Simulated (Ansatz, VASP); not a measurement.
# One calculation of MgO, two programs

```
CELL_PARAMETERS angstrom
0.00000 2.13515 2.13515
2.23123 0.00000 2.13515
2.23123 2.13515 0.00000
ATOMIC_POSITIONS crystal
Mg 0.00000 0.00000 0.00000
O 0.50000 0.50000 0.50000
```

Change from the starting cell: strain +0.0450 x Voigt [1, 0, 0, 0, 0, 0], atoms carried along.

Alike in both runs: task single point; functional PBE; k mesh 10 × 10 × 10; occupations gaussian, width 0.05 eV; no spin polarisation.

```csv
,VASP,Ansatz
version,VASP 6.6.1,Ansatz 0.2.0
potentials or method,"VASP PAW PBE potentials, release 64 (Mg, O)","scalar-relativistic, plane waves, PAW"
plane-wave cutoff (eV),520,420
valence electrons in the cell,8,16
```

```csv
,VASP,Ansatz,Ansatz less VASP
gap on the k mesh at the Fermi level (eV),3.87,3.89,+0.020
least direct gap on the mesh (eV),3.87,3.89,+0.020
pressure (GPa),-7.7,-6.9,+0.75
largest component of the traceless stress (GPa),3.30,3.30,-0.004
```

The two sets of potentials don't hold the same shells in valence.
